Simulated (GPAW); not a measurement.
# ZnS (Wurtzite-2H) (P6_3mc) in GPAW: notebook

Aim: see how the results for ZnS (Wurtzite-2H) move with the level of theory and the settings. Levels: AM05, LDA, SOGGA. Tasks: band structure, one-shot levels of the hybrid HSE06.

Program: GPAW 26.7.0. These are calculated values, not measurements. Logs are shortened: lines on timing, memory, paths and dates and some standing lists are left out, and cuts for length are marked. The log counts tension as positive stress, the text compression.

**Experimental background.**

From a printed reference work, monograph, for a bulk crystal of ZnS at 4 K: band gap 3.911 eV (direct).

How close the calculation comes is told below.

## Step 1: The crystal as given

It takes space group P6_3mc (No. 186, hexagonal). The conventional cell has a = 3.811 Å, b = 3.811 Å, c = 6.234 Å, α = 90.00°, β = 90.00°, γ = 120.00°. Zn (site symmetry 3m) is surrounded by 4 S at 2.31 to 2.40 Å. S (site symmetry 3m) is surrounded by 4 Zn at 2.31 to 2.40 Å.

## Step 2: Band structure, AM05

Input file run.py:

```python
from ase.dft.bandgap import bandgap
from ase.io import write
from ase.spacegroup import crystal
from ase.units import GPa
from gpaw import GPAW, PW, setup_paths

setup_paths.insert(0, '.')

# Zn 2b
# S 2b
atoms = crystal(['Zn', 'S'],
                basis=[[0.6666666667, 0.3333333333, 0.5],
                       [0.6666666667, 0.3333333333, 0.885]],
                spacegroup=186, setting=1,  # P6_3mc
                cellpar=[3.811, 3.811, 6.234, 90.0, 90.0, 120.0],
                primitive_cell=True)

calc = GPAW(mode=PW(600),
            xc='AM05',
            kpts={'size': (6, 6, 3), 'gamma': True},
            occupations={'name': 'fermi-dirac', 'width': 0.05},
            nbands=31,
            convergence={'density': 1e-05, 'energy': 1e-05},
            maxiter=150,
            txt='gpaw.txt')
atoms.calc = calc
energy = atoms.get_potential_energy()
forces = atoms.get_forces()
stress = atoms.get_stress()
calc.write('gs.gpw')
write('result.traj', atoms)
print(f'Energy: {energy:.6f} eV')
print('Forces (eV/A):')
print(forces.round(4))
print('Stress (GPa):', (stress / GPa).round(3))
print('Fermi level:', round(calc.get_fermi_level(), 4), 'eV')
print(f'Gap: {bandgap(calc)[0]:.4f} eV, direct: {bandgap(calc, direct=True)[0]:.4f} eV')

path = atoms.cell.bandpath('GMKGALHA,LM,KH', npoints=100, eps=1e-4)
bs_calc = calc.fixed_density(kpts=path, symmetry='off', nbands=48,
                             convergence={'bands': 'CBM+6.0', 'eigenstates': 1e-6}, txt='bands.txt')
bs = bs_calc.band_structure()
bs.write('bs.json')
print(f'Gap on the path: {bandgap(bs_calc)[0]:.4f} eV')
```

Potentials or basis: PAW data sets generated in the run's folder for this functional, pw.

Run with:

```
$ gpaw-setup -f AM05 S Zn
$ OMP_NUM_THREADS=1 python run.py
```

gpaw.txt:

```text
__  _  _
 | _ |_)|_||  |
 |__||  | ||/\| - 26.7.0

Input parameters:
  mode=PW(ecut=600.0),
  convergence={'density': 1e-05, 'energy': 1e-05},
  kpts=MonkhorstPack(size=(6, 6, 3), gamma=True),
  maxiter=150,
  nbands=31,
  occupations=Occupations(name='fermi-dirac', width=0.05),
  xc=XC(name='AM05')

Diagonalizing LCAO Hamiltonian
Converting LCAO to pw mode

            S

            Zn
        S

        Zn

Atoms  # Å, Bohr magnetons
|   | symbol |         x |        y |        z |    initial magnetic moments |
|---|--------|-----------|----------|----------|-----------------------------|
| 0 |     Zn |  1.905500 | 1.100141 | 3.117000 | ( 0.0000,  0.0000,  0.0000) |
| 1 |     Zn | -0.000000 | 2.200282 | 0.000000 | ( 0.0000,  0.0000,  0.0000) |
| 2 |      S |  1.905500 | 1.100141 | 5.517090 | ( 0.0000,  0.0000,  0.0000) |
| 3 |      S | -0.000000 | 2.200282 | 2.400090 | ( 0.0000,  0.0000,  0.0000) |

Unit cell  # Å
| periodic |         x |        y |        z |  lengths |     angles |
|----------|-----------|----------|----------|----------|------------|
|      yes |  3.811000 | 0.000000 | 0.000000 | 3.811000 |  90.000000 |
|      yes | -1.905500 | 3.300423 | 0.000000 | 3.811000 |  90.000000 |
|      yes |  0.000000 | 0.000000 | 6.234000 | 6.234000 | 120.000000 |

Number of symmetries: 6
Symmetry operations  # r_c * U_cc + t_c -> r_c
|   | kind |            matrix            |
|---|------|------------------------------|
| 0 |  σ   |  1, 1, 0,  0,-1, 0,  0, 0, 1 |
| 1 |  E   |  1, 0, 0,  0, 1, 0,  0, 0, 1 |
| 2 |  C3  |  0, 1, 0, -1,-1, 0,  0, 0, 1 |
| 3 |  σ   |  0,-1, 0, -1, 0, 0,  0, 0, 1 |
| 4 |  σ   | -1, 0, 0,  1, 1, 0,  0, 0, 1 |
| 5 |  C3  | -1,-1, 0,  1, 0, 0,  0, 0, 1 |

BZ-sampling:
  Number of BZ points: 108
  Number of IBZ points: 17

  Monkhorst-Pack size: [6, 6, 3]
  Monkhorst-Pack shift: [0.08333333333333333, 0.08333333333333333, 0.0]

K-points  # in reciprocal-cell coordinates
|     |                                coordinates |     weight |
|-----|--------------------------------------------|------------|
|   0 | (  0.00000000,   0.00000000,   0.00000000) | 0.00925926 |
|   1 | (  0.00000000,   0.00000000,   0.33333333) | 0.01851852 |
|   2 | (  0.16666667,   0.00000000,  -0.33333333) | 0.05555556 |
|   3 | (  0.16666667,   0.00000000,   0.00000000) | 0.05555556 |
|   4 | (  0.16666667,   0.00000000,   0.33333333) | 0.05555556 |
|   5 | (  0.33333333,  -0.16666667,   0.00000000) | 0.05555556 |
|   6 | (  0.33333333,  -0.16666667,   0.33333333) | 0.11111111 |
|   7 | (  0.33333333,   0.00000000,  -0.33333333) | 0.05555556 |
|   8 | (  0.33333333,   0.00000000,   0.00000000) | 0.05555556 |
|   9 | (  0.33333333,   0.00000000,   0.33333333) | 0.05555556 |
| ... |                                            |            |
|  16 | (  0.50000000,   0.50000000,   0.33333333) | 0.05555556 |

Plane wave coefficients: 2641
Cutoff: 600.0 eV

Spin-components: 1 (collinear spins)
Bands:           31
Projectors:      22
Spin-degeneracy: 2
Datatype:        complex128

Parallelization:
  kpt:    1
  domain: 1
  band:   1

Density:
  Valence electrons: 36.0
  Components: 1
  Grid points: [24 24 36]
  Charge: 0.0  # |e|

Potential:
  Grid points: [24 24 36]

species:
  Zn:
    name:    Zinc
    Z:       30.0
    valence: 12
    core:    18
    charge:  0.0  # [|e|]
    compensation charges:
      type: gauss
      rc: 0.37  # [Å]
      lmax: 2
    cutoffs:
      filter: 2.14  # [Å]
      core: 2.28  # [Å]
    projectors
    | kind |    occ | energy [eV] | rcut [Å] |
    |------|--------|-------------|----------|
    |   4s |  2.000 |      -5.940 |    1.286 |
    |   4p |  0.000 |      -1.050 |    1.270 |
    |   3d | 10.000 |     -10.184 |    1.180 |
    |    s |        |      21.272 |    1.286 |
    |    p |        |      26.161 |    1.270 |
    |    d |        |      17.028 |    1.180 |

    Using partial waves for Zn as LCAO basis

  S:
    name:    Sulfur
    Z:       16.0
    valence: 6
    core:    10
    charge:  0.0  # [|e|]
    compensation charges:
      type: gauss
      rc: 0.24  # [Å]
      lmax: 2
    cutoffs:
      filter: 1.77  # [Å]
      core: 1.66  # [Å]
    projectors
    | kind |    occ | energy [eV] | rcut [Å] |
    |------|--------|-------------|----------|
    |   3s |  2.000 |     -17.141 |    0.974 |
    |   3p |  4.000 |      -6.951 |    0.979 |
    |    s |        |      10.071 |    0.974 |
    |    p |        |      20.260 |    0.979 |
    |    d |        |       0.000 |    0.900 |

    Using partial waves for S as LCAO basis

Reference energy: -119240.448348  # eV

eigensolver:
  PPCG
  Converge bands: occupied
  niter=2

density mixing:
  MSR1-Mixer
  Pratt-step length: 0.05
  Maximum mixing coefficient: 0.75
  Old densities: 10
  SVD Regularization: 0.005
  Good broyden scale: 1.0
  Trust region scale: 1.0
  Backstep threshold: 4.0
  History deletion threshold: 6.0
  Fourier metric: weight=20.0, sigma=0.015

occupation numbers:
  Fermi-Dirac:
    width: 0.0500  # eV

poisson solver:
  ecut: 4800.0  # eV

xc functional:
  name: AM05 with 2 nearest neighbor stencil

convergence criteria:
- Maximum integral of absolute [dens]ity change: 1e-05 electrons / valence electron
- Maximum [total energy] change in last 3 cyles: 1e-05 eV / valence electron
- Maximum integral of absolute [eigenst]ate change: 4e-08 eV^2 / valence electron
maximum number of iterations: 150

SCF iterations
|iter     | |      energy | eigst |  dens |
|---------|-|-------------|-------|-------|
|iter:   1| |  -15.050387 | +0.11 |       |
|iter:   2| |  -14.893369 | -1.51 | -1.20 |
|iter:   3| |  -14.341650 | -1.38 | -1.24 |
|iter:   4| |  -14.341793 | -2.53 | -1.80 |
|iter:   5| |  -14.344700 | -3.62 | -2.26 |
|iter:   6| |  -14.344735 | -4.43 | -3.07 |
|iter:   7| |  -14.344802c| -5.22 | -3.48 |
|iter:   8| |  -14.344813c| -6.09 | -3.93 |
|iter:   9| |  -14.344813c| -7.67c| -4.68 |
|iter:  10| |  -14.344813c| -7.46c| -5.02c|

Converged in 10 steps
Energy contributions relative to reference atoms: (reference = -119240.448348)

Energy contributions:
  Kinetic:          19.092001
  Coulomb:         -16.016105
  Zero:              0.082237
  External:          0.000000
  Xc:              -17.502946
  Entropy:          -0.000000
  Spinorbit:         0.000000
  ----------------------------
  Free energy:     -14.344813
  Extrapolated:    -14.344813

dipole moment: (-0.000000, 0.000001, -7.464433)  # |e|*Ang

Fermi level: 4.785
Eigenvalues  # (at kpt = [0.000, 0.000, 0.000])
| band index |      eig [eV] | occ [0-2] |
|------------|---------------|-----------|
|          0 |        -9.388 |     2.000 |
|        ... |               |           |
|         10 |        -2.093 |     2.000 |
|         11 |        -1.924 |     2.000 |
|         12 |        -1.413 |     2.000 |
|         13 |         2.909 |     2.000 |
|         14 |         2.909 |     2.000 |
|         15 |         3.761 |     2.000 |
[... 8 lines left out ...]
|         24 |        11.297 |     0.000 |
|         25 |        13.066 |     0.000 |
|        ... |               |           |
|         30 |        15.972 |     0.000 |

Gap: 2.227 eV
Transition (v -> c):
  (s=0, k=0, n=17, [0.00, 0.00, 0.00]) -> (s=0, k=0, n=18, [0.00, 0.00, 0.00])
No difference between direct/indirect transitions

Forces  # eV/Ang
|        x |       y |        z |
|----------|---------|----------|
|  0.00000 | 0.00000 |  0.31222 |  # Zn   0
| -0.00000 | 0.00000 |  0.31220 |  # Zn   1
| -0.00000 | 0.00000 | -0.31221 |  # S    2
|  0.00000 | 0.00000 | -0.31230 |  # S    3

Stress tensor  # eV/Ang^3
|         x |         y |        z |
|-----------|-----------|----------|
| -0.000252 |  0.000000 | 0.000000 |
|  0.000000 | -0.000252 | 0.000000 |
|  0.000000 |  0.000000 | 0.011831 |

# Writing to gs.gpw (mode='')
```

Wall time 2.5 min (1 thread of Arm Neoverse V2, shared host); peak memory 0.48 GiB.

Results:

```
Free energy             : -14.3448 eV
Pressure                : -0.6 GPa
Largest force           : 0.312 eV/Å
Band gap on the k mesh  : 2.23 eV, direct
Band gap along the path : 2.23 eV, direct
```

Forces in eV/Å, atoms in the order of the input:
```
Zn   0.000  0.000  0.312
Zn   0.000  0.000  0.312
S    0.000  0.000 -0.312
S    0.000  0.000 -0.312
```

Levels at the corners of the path, in eV from the valence-band top:
| point | band 15 | band 16 | band 17 | band 18 | band 19 | band 20 | band 21 | band 22 |
| --- | --- | --- | --- | --- | --- | --- | --- | --- |
| Γ | -0.87 | -0.01 | -0.01 | 0.00 | 2.23 | 2.95 | 6.21 | 6.21 |
| M | -3.18 | -2.26 | -1.57 | -0.99 | 3.57 | 4.22 | 5.14 | 7.05 |
| K | -3.89 | -2.23 | -2.23 | -2.23 | 4.43 | 5.88 | 5.88 | 7.85 |
| Γ | -0.87 | -0.01 | -0.01 | 0.00 | 2.23 | 2.95 | 6.21 | 6.21 |
| A | -0.46 | -0.46 | -0.46 | -0.46 | 3.47 | 3.47 | 6.64 | 6.64 |
| L | -1.67 | -1.67 | -1.54 | -1.54 | 3.58 | 3.58 | 5.08 | 5.08 |
| H | -3.13 | -3.13 | -1.26 | -1.26 | 4.48 | 4.48 | 6.45 | 6.45 |
| A | -0.46 | -0.46 | -0.46 | -0.46 | 3.47 | 3.47 | 6.64 | 6.64 |
| L | -1.67 | -1.67 | -1.54 | -1.54 | 3.58 | 3.58 | 5.08 | 5.08 |
| M | -3.18 | -2.26 | -1.57 | -0.99 | 3.57 | 4.22 | 5.14 | 7.05 |
| K | -3.89 | -2.23 | -2.23 | -2.23 | 4.43 | 5.88 | 5.88 | 7.85 |
| H | -3.13 | -3.13 | -1.26 | -1.26 | 4.48 | 4.48 | 6.45 | 6.45 |

(Continued in part 2 of 3.)
